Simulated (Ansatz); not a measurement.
Start from GeTe (space group R3m, No. 160; layered).

```
GeTe
1.0
    2.09351     1.20869     3.68680
   -2.09351     1.20869     3.68680
    0.00000    -2.41737     3.68680
Ge Te
1 1
Cartesian
  0.00000   0.00000   2.56427
  0.00000   0.00000   8.49612
```

Cartesian axes are those of the cell as printed.

Calculations: r2SCAN in Ansatz (plane waves to 500 eV, PAW, spin-orbit coupling left out).

Perturbation: the cell is stretched by 1.09 % along z with no lateral relaxation; the atoms relax in the strained cell.

Predict the stress tensor and what it implies for the stiffness.

Stress of the strained cell less that of the base (GPa, compression positive):
```
  -0.19    0.00    0.00
   0.00   -0.19    0.00
   0.00    0.00   -0.32
```

Then −Δσ_ii/ε with ε = 0.0109 gives relaxed-ion elastic constants: C33 ≈ 30 GPa.

Whether these cells are dynamically stable was not tested. No dispersion term is included, though the crystal is made of layers, chains or molecules, so its spacings can come out too wide.

Ansatz is a program for electronic structure.
